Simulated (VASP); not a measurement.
# CoSi (P6/mmm) in VASP: single point with r2SCAN

Aim: the single point of CoSi with r2SCAN.

All numbers are computed with VASP 6.6.1; they aren't measurements. Logs are shortened: lines on timing, memory, paths and dates and some standing lists are left out, and cuts for length are marked.

**1. Starting point**

It takes space group P6/mmm (No. 191, hexagonal). The conventional cell has a = 4.828 Å, b = 4.828 Å, c = 3.734 Å, α = 90.00°, β = 90.00°, γ = 120.00°. Around Co (site symmetry mmm) lie 6 Si at 2.33 to 2.41 Å and 4 Co at 2.41 Å. Si (site symmetry -6m2) is surrounded by 6 Co at 2.33 Å. Si (site symmetry 6/mmm) is surrounded by 6 Co at 2.41 Å.

The cell was built by a generator and needn't be a form met in nature.

**2. Single point, r2SCAN, collinear spin, ferromagnetic start**

The input, INCAR:

```
PREC = Accurate
ENCUT = 520
EDIFF = 1E-6
ISMEAR = 0
SIGMA = 0.1
LREAL = F
LASPH = T
NELM = 150
ALGO = Normal
ISIF = 2
LWAVE = F
LCHARG = F
ISPIN = 2
MAGMOM = 2 2 2 0 0 0
LORBIT = 11
LMAXMIX = 4
METAGGA = R2SCAN
LMIXTAU = T
NBANDS = 32
KPAR = 4
```

The input, KPOINTS:

```
regular mesh
0
Gamma
  8 8 8
```

The input, POSCAR:

```
CoSi
1.0
    4.8283800000      0.0000000000      0.0000000000
   -2.4141900000      4.1815000000      0.0000000000
    0.0000000000      0.0000000000      3.7339500000
Co Si
3 3
Direct
    0.5000000000      0.0000000000      0.0000000000
    0.5000000000      0.5000000000      0.0000000000
    0.0000000000      0.5000000000      0.0000000000
    0.3333330000      0.6666670000      0.5000000000
    0.6666670000      0.3333330000      0.5000000000
    0.0000000000      0.0000000000      0.0000000000
```

Potentials or basis: VASP PAW PBE potentials, release 64 (Co, Si).

Launch:

```sh
> cat potpaw_PBE.64/Co/POTCAR potpaw_PBE.64/Si/POTCAR > POTCAR
> mpirun -np 4 vasp_std > vasp.out
```

OUTCAR:

```text
PREC = Accurate
   ENCUT = 520
   EDIFF = 1E-6
   ISMEAR = 0
   LREAL = F
   LASPH = T
   NELM = 150
   ISIF = 2
   ISPIN = 2
   LORBIT = 11
   METAGGA = R2SCAN

 ion  position               nearest neighbor table
   1  0.500  0.000  0.000-   4 2.33   5 2.33   4 2.33   5 2.33   6 2.41   6 2.41   2 2.41   2 2.41
                             3 2.41   3 2.41
   2  0.500  0.500  0.000-   4 2.33   5 2.33   4 2.33   5 2.33   3 2.41   3 2.41   6 2.41   1 2.41
                             1 2.41   6 2.41
   3  0.000  0.500  0.000-   4 2.33   5 2.33   4 2.33   5 2.33   2 2.41   2 2.41   6 2.41   6 2.41
                             1 2.41   1 2.41
   4  0.333  0.667  0.500-   3 2.33   3 2.33   1 2.33   1 2.33   2 2.33   2 2.33   5 2.79   5 2.79
                             5 2.79
   5  0.667  0.333  0.500-   3 2.33   3 2.33   1 2.33   1 2.33   2 2.33   2 2.33   4 2.79   4 2.79
                             4 2.79
   6  0.000  0.000  0.000-   1 2.41   1 2.41   3 2.41   3 2.41   2 2.41   2 2.41

  LATTYP: Found a hexagonal cell.
 ALAT       =     4.8283800000
 C/A-ratio  =     0.7733339132

  Lattice vectors:

 A1 = (   4.8283800000,   0.0000000000,   0.0000000000)
 A2 = (  -2.4141900000,   4.1815000000,   0.0000000000)
 A3 = (   0.0000000000,   0.0000000000,   3.7339500000)

Analysis of symmetry for initial positions (statically):
=====================================================================
 Subroutine PRICEL returns:
 Original cell was already a primitive cell.

 Routine SETGRP: Setting up the symmetry group for a
 hexagonal supercell.

 Subroutine GETGRP returns: Found 24 space group operations
 (whereof 24 operations were pure point group operations)
 out of a pool of 24 trial point group operations.

The static configuration has the point symmetry D_6h.

Analysis of symmetry for dynamics (positions and initial velocities):
=====================================================================
 Subroutine PRICEL returns:
 Original cell was already a primitive cell.

 Routine SETGRP: Setting up the symmetry group for a
 hexagonal supercell.

 Subroutine GETGRP returns: Found 24 space group operations
 (whereof 24 operations were pure point group operations)
 out of a pool of 24 trial point group operations.

The dynamic configuration has the point symmetry D_6h.

Analysis of structural, dynamic, and magnetic symmetry:
=====================================================================
 Subroutine PRICEL returns:
 Original cell was already a primitive cell.

 Routine SETGRP: Setting up the symmetry group for a
 hexagonal supercell.

 Subroutine GETGRP returns: Found 24 space group operations
[... 154 lines left out ...]
 Free energy of the ion-electron system (eV)
  ---------------------------------------------------
  ext. energy  EPLUGINS =         0.00000000
  ---------------------------------------------------
  free energy    TOTEN  =       -67.91924686 eV

  energy without entropy =      -67.91367328  energy(sigma->0) =      -67.91646007

 E-fermi :   9.8711     XC(G=0): -12.8407

 val. band max:        9.7719626122   @ k =   0.5000   0.0000   0.3750
 cond. band min:       9.8719803253   @ k =   0.2500   0.0000   0.0000
 fundamental gap:      0.1000177130
 Fermi energy:         9.8710899304

 spin component 1

 k-point     1 :       0.0000    0.0000    0.0000
  band No.  band energies     occupation
      1      -3.0928      1.00000
      2       2.1730      1.00000
      3       4.1150      1.00000
      4       4.5524      1.00000
      5       4.5524      1.00000
      6       4.9802      1.00000
[... 805 lines left out ...]
     30      18.2279      0.00000
     31      18.4318      0.00000

 [... further k-points ...]

 spin component 2

 k-point     1 :       0.0000    0.0000    0.0000
  band No.  band energies     occupation
      1      -3.0928      1.00000
      2       2.1728      1.00000
      3       4.1150      1.00000
      4       4.5524      1.00000
      5       4.5525      1.00000
      6       4.9800      1.00000
[... 805 lines left out ...]
     30      18.2280      0.00000
     31      18.4318      0.00000

 [... further k-points ...]

 [bands above 31 left out]

------------------------ aborting loop because EDIFF is reached ----------------------------------------

  FORCE on cell =-STRESS in cart. coord.  units (eV):
  Direction    XX          YY          ZZ          XY          YZ          ZX
  --------------------------------------------------------------------------------------
  -------------------------------------------------------------------------------------
  Total       -2.5370257     -2.5370261     -2.2159951      0.0000000      0.0000000      0.0000000
  in kB      -53.9179553    -53.9179620    -47.0952743      0.0000000      0.0000000      0.0000000
  external PRESSURE =     -51.6437305 kB  Pullay stress =       0.0000000 kB

 VOLUME and BASIS-vectors are now :
 -----------------------------------------------------------------------------
  energy-cutoff  :      520.00
  volume of cell :       75.39
      direct lattice vectors                 reciprocal lattice vectors
     4.828380000  0.000000000  0.000000000     0.207108803  0.119574315  0.000000000
    -2.414190000  4.181500000  0.000000000     0.000000000  0.239148631  0.000000000
     0.000000000  0.000000000  3.733950000     0.000000000  0.000000000  0.267812906

 POSITION                                       TOTAL-FORCE (eV/Angst)
 -----------------------------------------------------------------------------------
      2.41419      0.00000      0.00000        -0.000000      0.000000     -0.000000
      1.20710      2.09075      0.00000        -0.000000      0.000000     -0.000000
     -1.20710      2.09075      0.00000        -0.000000      0.000000     -0.000000
     -0.00000      2.78767      1.86698        -0.000000      0.000000      0.000000
      2.41419      1.39383      1.86698         0.000000      0.000000     -0.000000
      0.00000      0.00000      0.00000        -0.000000      0.000000     -0.000000
 -----------------------------------------------------------------------------------
    total drift:                                0.000000      0.000000     -0.000000

  FREE ENERGIE OF THE ION-ELECTRON SYSTEM (eV)
  ---------------------------------------------------
  free  energy   TOTEN  =       -67.9192468649 eV

  energy  without entropy=      -67.9136732752  energy(sigma->0) =      -67.91646007

 total charge

# of ion       s       p       d       tot
------------------------------------------
    1        0.508   0.702   7.528   8.738
    2        0.508   0.702   7.528   8.738
    3        0.508   0.702   7.528   8.738
    4        0.743   0.872   0.000   1.615
    5        0.743   0.872   0.000   1.615
    6        0.771   0.761   0.000   1.532
--------------------------------------------------
tot          3.782   4.613  22.584  30.979

 magnetization (x)

# of ion       s       p       d       tot
------------------------------------------
    1       -0.000   0.000  -0.000  -0.000
    2       -0.000   0.000  -0.000  -0.000
    3       -0.000   0.000  -0.000  -0.000
    4        0.000   0.000   0.000   0.000
    5        0.000   0.000   0.000   0.000
    6       -0.000  -0.000   0.000  -0.000
--------------------------------------------------
tot         -0.000   0.000  -0.000  -0.000
```

It took 1.7 min on 4 MPI ranks of Intel Xeon 6975P-C (Granite Rapids), shared host; peak memory 0.34 GiB.

What came out:

- Free energy: -67.9192 eV
- Pressure: -5.2 GPa
- Band gap on the k mesh: none (metal or under the smearing width)
- Net moment: 0.00 μB per cell
- Valence electrons inside the program's atomic spheres: Co 8.74; Si 1.61, 1.53

Caveat: the starting moments collapsed, and a magnetic state may lie lower; the PAW data sets were made with another functional, which shifts forces and pressure a little.
